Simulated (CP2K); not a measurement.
Runs of CP2K 2026.2 on Bi2Te2Se. The structure is trigonal, space group R-3m (No. 166). Conventional cell: a = 4.322 Å, b = 4.322 Å, c = 31.757 Å, α = 90.00°, β = 90.00°, γ = 120.00°. Bi (site symmetry 3m) has 3 Te at 3.05 Å and 3 Se at 3.11 Å as nearest neighbours. Around Te (site symmetry 3m) lie 3 Bi at 3.05 Å. Around Se (site symmetry -3m) lie 6 Bi at 3.11 Å. The cell is a database's computed one.

| level | potentials or basis | smearing | EPS_DEFAULT | NGRIDS | points a segment of the path (NPOINTS) | bands added on the path | CUTOFF of the grids | gap on the mesh (eV) | pressure (GPa) | largest force (eV/Å) |
| --- | --- | --- | --- | --- | --- | --- | --- | --- | --- | --- |
| r2SCAN | POTENTIAL_UZH Bi GTH-SCAN-q5, Te GTH-SCAN-q6, Se GTH-SCAN-q6; TZVP-MOLOPT-SCAN-GTH basis | fermi-dirac 0.05 eV | 1.0E-10 | 4 | 6 | 4 | 675 Ry | 0.66 | (a) | 0.11 |
| PBEsol | POTENTIAL_UZH Bi GTH-PBE-q5, Te GTH-PBE-q6, Se GTH-PBE-q6; TZVP-MOLOPT-PBE-GTH basis | fermi-dirac 0.0259 eV | 1.0E-10 | 5 | 6 | 6 | 450 Ry | 0.38 | 0.2 | 0.34 |
| LDA | GTH_POTENTIALS Bi GTH-PADE-q5, Te GTH-PADE-q6, Se GTH-PADE-q6; TZVP-MOLOPT-PBE-GTH basis | fermi-dirac 0.05 eV | 1.0E-9 | 4 | 6 | 2 | 450 Ry | 0.39 | (b) | 0.09 |
| TB-mBJ | POTENTIAL_UZH Bi GTH-PBE-q5, Te GTH-PBE-q6, Se GTH-PBE-q6; TZVP-MOLOPT-PBE-GTH basis | fermi-dirac 0.05 eV | 1.0E-9 | 5 | 8 | 6 | 675 Ry | 0.69 | - | - |

Alike in all rows: task band structure; no spin polarisation; cell as given; k mesh 7 × 7 × 7.

Task: Fill in the values left out.

Result: (a) -0.9; (b) -2.4.

Caveats: spin-orbit coupling is left out, which as a rule narrows the gap of such compounds by several tenths of an eV; the basis of atomic orbitals isn't converged, which shifts pressures, moduli and gaps; the potentials were made for another functional, which shifts forces and pressure (some runs); this is a model potential without an energy functional, so only levels have meaning (some runs).

A k mesh can miss the band edges, and the runs leave out spin-orbit coupling on Bi, Se, Te.

Runs at the PBE level aren't shown here.
